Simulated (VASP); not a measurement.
Wanted: the native input for a VASP 6.6.1 run.

* Task: single point
* Functional: PBE
* Potentials or basis: VASP PAW PBE potentials, release 64 (P)
* Cutoff: 520 eV
* k mesh: 8 × 8 × 6
* Occupations: gaussian, width 0.022 eV
* Spin: no spin polarisation
* Further INCAR settings: ALGO = Fast; EDIFF = 1e-06

The structure of P lies in POSCAR:

```
P
1.0
    1.6477431241     -5.4650377251      0.0000000000
    1.6477431241      5.4650377251      0.0000000000
    0.0000000000      0.0000000000      4.5436355900
P
4
Direct
    0.9041431300      0.0958568700      0.5888151700
    0.0958568700      0.9041431300      0.4111848300
    0.5958568700      0.4041431300      0.0888151700
    0.4041431300      0.5958568700      0.9111848300
```

The input as run:

INCAR

```
SYSTEM = P
PREC = Accurate ; ENCUT = 520
EDIFF = 1E-6 ; ISMEAR = 0
SIGMA = 0.022 ; LREAL = .FALSE.
LASPH = .TRUE. ; NELM = 100
ALGO = Fast ; ISIF = 2
LWAVE = .FALSE. ; LCHARG = .FALSE.
GGA = PE
```

KPOINTS

```
regular mesh
0
G
  8 8 6
  0 0 0
```

Potentials or basis: VASP PAW PBE potentials, release 64 (P).

The run is started by

```bash
$ cat potpaw_PBE.64/P/POTCAR > POTCAR
$ mpirun -np 1 vasp_std > vasp.out
```

It gave:

```yaml
Pressure: 1.7 GPa
Largest_force: 0.287 eV/Å
Band_gap_on_the_k_mesh: 0.11 eV, direct
```

Run time: 51 s on 1 thread of Intel(R) Xeon(R) 6975P-C (Granite Rapids) (shared host), peak memory 0.26 GiB.
